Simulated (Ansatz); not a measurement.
# Ag (R-3m): electronic heat capacity and spin susceptibility from the density of states

Computed with Ansatz, DFT PBE, scalar-relativistic, plane waves, PAW.

Settings: cutoff 420 eV, Γ-centred mesh 18×18×18 on the computed 3-atom cell, Gaussian smearing of 0.10 eV; no spin polarisation.

Relaxed cell: R-3m, a = 2.936 Å, b = 2.936 Å, c = 21.550 Å, α = 90.00°, β = 90.00°, γ = 120.00°, 3 atoms in the primitive cell. This form isn't the element's structure at ambient conditions.

The density of states at the Fermi level is 0.866 states/eV in the cell of 3 atoms (3 formula units; both spins, tetrahedra on a 27×27×27 mesh).

What Sommerfeld coefficient and Pauli susceptibility does this give?

Per formula unit N(E_F) = 0.289 states/eV. γ = (π²/3) k_B² N(E_F) N_A = 2.357 mJ/(mol K²) per state/eV, so γ = 0.7 mJ/(mol K²), a mole of formula units. χ_P = μ_B² N(E_F) N_A = 3.23×10⁻⁵ emu/mol per state/eV gives 0.9×10⁻⁵ emu/mol. This is the bare band result: a measured γ of the same phase is as a rule larger by a factor 1 + λ from phonons and spin fluctuations, the spin part of χ is larger by the Stoner factor, and a measured χ also holds orbital and core terms. N(E_F) at one energy is sensitive to the mesh where the density of states has sharp peaks.

Cost: 1 run of about 3.3 core-minutes, on Intel Xeon Platinum 8259CL (Skylake/Cascade Lake) (shared hosts).